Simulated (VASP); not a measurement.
GaN under changes of volume

One of the cells (11.673 Å³/atom); the others are scaled copies at fixed shape and fractional positions:

```
CELL_PARAMETERS angstrom
0.00000 2.26842 2.26842
2.26842 0.00000 2.26842
2.26842 2.26842 0.00000
ATOMIC_POSITIONS crystal
Ga 0.00000 0.00000 0.00000
N 0.25000 0.25000 0.25000
```

The cell is a database's computed one.

- Program: VASP 6.6.1
- Functional: PBEsol
- Potentials or basis: VASP PAW PBE potentials, release 64 (Ga_d, N)
- Cutoff: 520 eV
- k mesh: 10 × 10 × 10
- Occupations: fermi-dirac, width 0.05 eV
- Spin: no spin polarisation

| volume (Å³/atom) | energy over the lowest point (meV/atom) | pressure (GPa) | gap on the mesh (eV) |
| --- | --- | --- | --- |
| 10.757 | 20.06 | 11.6 | 2.08 |
| 10.986 | 6.78 | 6.8 | 1.94 |
| 11.215 | 0.00 | 2.5 | 1.81 |
| 11.673 | ? | ? | ? |
| 11.902 | 12.23 | -7.9 | 1.43 |
| 12.131 | 25.34 | -10.6 | 1.31 |

Question: What does the run at 11.673 Å³/atom give?

Answer: Energy over the lowest point 3.29 meV/atom; pressure -4.8 GPa; gap on the mesh 1.56 eV.

Worked out: A Birch-Murnaghan fit of order 3 (a polynomial in V^(-2/3)) to the other rows has its minimum at 11.37 Å³/atom with B0 = V·E''(V) = 188 GPa and B' = 4.5. It gives 3.30 meV/atom at 11.673 Å³/atom, against the run's 3.29, and -dE/dV = -4.7 GPa, against -4.8. A straight line through the other rows of the gap, of slope -6.39 eV per unit of ln V (its deformation potential), gives 1.55 eV, against the run's 1.56.

Energies are extrapolated to zero smearing.

Caveats: the PAW data sets were made with another functional, which shifts forces and pressure a little.

Spin-orbit coupling on Ga is left out.
